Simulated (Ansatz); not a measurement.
CuI:

```
I Cu
1.0
     4.09020    0.00000    0.00000
     0.00000    4.09020    0.00000
     0.00000    0.00000    6.55146
I Cu
2 2
Direct
  0.00000 0.50000 0.74303
  0.50000 0.00000 0.25697
  0.00000 0.00000 0.00000
  0.50000 0.50000 0.00000
```

Measurements of this composition are mostly on another form, of space group No. 216.

Base run:

```yaml
Program: Ansatz 0.2.0
Functional: PBEsol
Potentials_or_basis: Ansatz PAW
Cutoff: "420 eV (not typed: the program's choice for these potentials)"
k_mesh: 7 × 7 × 4
Occupations: fermi-dirac, width 0.05 eV
Spin: no spin polarisation
```

Its results: band gap on the k mesh 1.49 eV, direct; pressure -1.7 GPa; largest force 0.234 eV/Å.

Problem. After a change of settings the same cell gave: band gap on the k mesh 1.61 eV, direct; pressure 1.3 GPa; largest force 0.146 eV/Å. Which change was it?
A. functional from PBEsol to LDA
B. functional from PBEsol to r2SCAN; cutoff from 420 eV (not typed: the program's choice for these potentials) to 500 eV (not typed: the program's choice for these potentials)
C. functional from PBEsol to PBE

Solution. C.

PBE binds less tightly than PBEsol, so the same cell stands under more pressure.

Caveats: spin-orbit coupling is left out, which moves the levels of the heavy elements; this functional lacks dispersion, which binds the layers, so the pressure and a relaxed spacing across them are unreliable; the PAW data sets come from PBE, with cores solved anew for the run's functional, which leaves a small shift of forces and pressure (some runs).
